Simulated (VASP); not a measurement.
Here is a VASP 6.6.1 calculation.

Contents of POSCAR:

```
SiC
1.0
    0.0000000000      2.1790000000      2.1790000000
    2.1790000000      0.0000000000      2.1790000000
    2.1790000000      2.1790000000      0.0000000000
Si C
1 1
Direct
    0.0000000000      0.0000000000      0.0000000000
    0.7500000000      0.7500000000      0.7500000000
```

The input INCAR.step1:

```
SYSTEM = SiC
  ALGO = Normal
  EDIFF = 1E-6
  ENCUT = 900
  GGA = PE
  ISIF = 2
  ISMEAR = -1
  LASPH = .True.
  LCHARG = .True.
  LREAL = .False.
  LWAVE = .False.
  NELM = 80
  PREC = Accurate
  SIGMA = 0.05
```

KPOINTS.step1

```
k-points
0
Gamma
  10 10 10
  0 0 0
```

File INCAR.step2:

```
SYSTEM = SiC
  ALGO = Normal
  EDIFF = 1E-6
  ENCUT = 900
  GGA = PE
  ICHARG = 11
  ISIF = 2
  ISMEAR = 0
  LASPH = .True.
  LCHARG = .False.
  LREAL = .False.
  LWAVE = .False.
  NELM = 80
  PREC = Accurate
  SIGMA = 0.05
```

The input KPOINTS.step2:

```
path GXWKGLUWLK,UX
20
line-mode
reciprocal
 0.0000000000  0.0000000000  0.0000000000  G
 0.5000000000  0.0000000000  0.5000000000  X

 0.5000000000  0.0000000000  0.5000000000  X
 0.5000000000  0.2500000000  0.7500000000  W

 0.5000000000  0.2500000000  0.7500000000  W
 0.3750000000  0.3750000000  0.7500000000  K

 0.3750000000  0.3750000000  0.7500000000  K
 0.0000000000  0.0000000000  0.0000000000  G

 0.0000000000  0.0000000000  0.0000000000  G
 0.5000000000  0.5000000000  0.5000000000  L

 0.5000000000  0.5000000000  0.5000000000  L
 0.6250000000  0.2500000000  0.6250000000  U

 0.6250000000  0.2500000000  0.6250000000  U
 0.5000000000  0.2500000000  0.7500000000  W

 0.5000000000  0.2500000000  0.7500000000  W
 0.5000000000  0.5000000000  0.5000000000  L

 0.5000000000  0.5000000000  0.5000000000  L
 0.3750000000  0.3750000000  0.7500000000  K

 0.6250000000  0.2500000000  0.6250000000  U
 0.5000000000  0.0000000000  0.5000000000  X
```

Potentials or basis: VASP PAW PBE potentials, release 64 (Si, C).

The run is started by

```console
$ cat potpaw_PBE.64/Si/POTCAR potpaw_PBE.64/C/POTCAR > POTCAR
$ cp INCAR.step1 INCAR
$ cp KPOINTS.step1 KPOINTS
$ mpirun -np 1 vasp_std > vasp.out
$ cp INCAR.step2 INCAR
$ cp KPOINTS.step2 KPOINTS
$ mpirun -np 1 vasp_std > vasp.out
```

(1) What does it give for the band gap on the k mesh?

(2) Predict the band gap along the path.

## Answers

(1) 1.36 eV, indirect (least direct gap 4.54 eV).

(2) 1.36 eV, indirect (least direct gap 4.54 eV).

Caveat: the log is that of the step along the path at fixed density, whose energy, stress, charges and moments have no meaning.

**Measured values to compare with.**

“Insight into the structural, elastic and electronic properties of a new orthorhombic 6O-SiC polytype”, 2020, pmc:7200658 quotes, for a bulk crystal of SiC: band gap 2.4 eV (indirect).

A measured gap of SiC is 2.4 eV (indirect; quoted in “Insight into the structural, elastic and electronic properties of a new orthorhombic 6O-SiC polytype”, 2020, pmc:7200658); the calculated 1.36 eV misses it by -1.04 eV. The value is that of PBE, without temperature or zero-point motion. Semilocal functionals fall short of measured gaps as a rule.
